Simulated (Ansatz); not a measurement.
Input of an Ansatz 0.2.0 run:

input.yaml

```yaml
crystal:
  lattice:
    - [2.83632511, 0.0, 0.0]
    - [-1.41816255, 2.4563296, 0.0]
    - [0.0, 0.0, 2.76811278]
  atoms:
    - { symbol: Cu, position: [0.0, 0.0, 0.0] }
    - { symbol: O, position: [0.6666666667, 0.3333333333, 0.5] }
hamiltonian:
  xc: pbe
  pseudopotentials: { kind: paw }
kpoints:
  mp_grid: { grid: [11, 11, 10] }
  band_path:
    path:
      - [[0.0, 0.0, 0.0], [0.5, 0.0, 0.0], [0.3333333333, 0.3333333333, 0.0], [0.0, 0.0, 0.0], [0.0, 0.0, 0.5], [0.5, 0.0, 0.5], [0.3333333333, 0.3333333333, 0.5], [0.0, 0.0, 0.5]]
      - [[0.5, 0.0, 0.5], [0.5, 0.0, 0.0]]
      - [[0.3333333333, 0.3333333333, 0.0], [0.3333333333, 0.3333333333, 0.5]]
    npoints: 14
scf:
  occupations: { method: fermi_dirac, width: 0.05 }
  n_extra_bands: 6
output:
  forces: true
  stress: true
  eigenvalues: true
  fatbands: false
  write_density: true
  write_potential: true
  elf: true
  volumetric_format: npy
```

Potentials or basis: Ansatz PAW.

Command:

```bash
$ ansatz run input.yaml --threads 2 --pin off --max-ram 5632MiB --backend cpu --events-out ev --progress --plain --runs-dir out
```

Question: What does it give for the pressure?

Answer: -0.5 GPa.

Question: What does it give for the band gap on the k mesh?

Answer: None (metal or under the smearing width).

Stress tensor (GPa, compression positive):
```
 2.93  0.00  0.00
 0.00  2.93  0.00
 0.00  0.00 -7.35
```

Caveat: the pressure holds a Pulay correction of +0.7 GPa for the finite cutoff; an odd number of electrons without spin polarisation forces a metal; a magnetic or distorted state may lie lower; the run has no spin polarisation, though such a crystal can be magnetic; semilocal functionals often make such compounds metallic where correlation or magnetic order opens a gap, which also shifts bond lengths. With open d or f shells a metallic result of PBE can be an artefact of self-interaction; +U or a hybrid may open a gap.
